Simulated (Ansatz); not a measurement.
# KBr (Pm-3m), a vibration from a frozen displacement

All numbers below come from DFT PBEsol, scalar-relativistic, plane waves, PAW (Ansatz). Cutoff 420 eV, Γ-centred 6×6×6 k-points, Gaussian smearing of 0.05 eV. No spin polarisation. Energies are free energies at this smearing, counted from the undisturbed cell; pressure is positive in compression.

Reference structure (as given, not relaxed at this level; it stands at -1.2 GPa; this CsCl-type form isn't the usual structure):

```
K Br
1.0
     4.04350    0.00000    0.00000
     0.00000    4.04350    0.00000
     0.00000    0.00000    4.04350
K Br
1 1
Direct
  0.00000 0.00000 0.00000
  0.50000 0.50000 0.50000
```

Every Br atom is moved by x along the Cartesian unit vector (0.000, 0.000, 1.000); the cell and all other atoms stay fixed. The cell's volume is 66.11 Å³; the moved atoms weigh 79.904 u together and the others 39.098 u. Some rows repeat others by symmetry and weren't run.

| x (Å) | ΔE (meV/cell) | total force on the moved atoms along the move (eV/Å) | pressure (GPa) |
| --- | --- | --- | --- |
| -0.5000 | 55.07 | 0.2332 | -0.2032 |
| -0.4375 | 41.56 | 0.1993 | -0.4423 |
| -0.3750 | 30.12 | 0.1669 | -0.6522 |
| -0.3125 | 20.66 | 0.1361 | -0.8317 |
| -0.2500 | 13.08 | 0.1067 | -0.9797 |
| -0.1875 | 7.29 | 0.0787 | -1.0956 |
| -0.1250 | 3.22 | 0.0518 | -1.1788 |
| -0.0625 | 0.80 | 0.0257 | -1.2289 |
| 0.0000 | 0.00 | 0.0000 | -1.2456 |
| 0.0625 | 0.80 | -0.0257 | -1.2289 |
| 0.1250 | 3.22 | -0.0518 | -1.1788 |
| 0.1875 | 7.29 | -0.0787 | -1.0956 |
| 0.2500 | 13.08 | -0.1067 | -0.9797 |
| 0.3125 | 20.66 | -0.1361 | -0.8317 |
| 0.3750 | 30.12 | -0.1669 | -0.6522 |
| 0.4375 | 41.56 | -0.1993 | -0.4423 |
| 0.5000 | 55.07 | -0.2332 | -0.2032 |

What frequency belongs to this motion?

The force constant is k = −dF/dx = 0.411 eV/Å², from the parabola through x = -0.0625, 0 and 0.0625. In every cell the moved atoms swing against the rest, so the mass is μ = m₁m₂/(m₁ + m₂) = 26.253 u, and ν̃ = 521.5 cm⁻¹ × √(|k|/μ) = 65 cm⁻¹, at this cell's pressure of -1.2 GPa. To first order in x, and within 1 %, the force on every atom lies along the move and, within each of the two groups, in proportion to the atom's mass, so this is itself a mode at the zone centre of this cell, taken without macroscopic field (the transverse frequency in a polar insulator).

How far does the harmonic law reach?

At x = -0.500 Å, kx²/2 = 51.40 meV against the computed 55.07 meV (+7.1 %): the well is still close to harmonic there.

The pressure changes with x². What does that say about the frequency under compression?

With E = k(V)x²/2, k ∝ V^(−2γ) and x scaling with the cell as V^(1/3), P − P0 = −∂E/∂V = (2γ − 2/3) ΔE/V. At x = 0.1250 Å, V(P − P0) = 66.11 × 0.06679 / 160.2 eV = 27.56 meV and ΔE = 3.22 meV, so γ = 1/3 + V(P − P0)/(2ΔE) = 4.61. This is the Grüneisen parameter of the motion under uniform scaling of the cell: shrinking the cell evenly by 1 % in volume raises the frequency by about 4.61 %.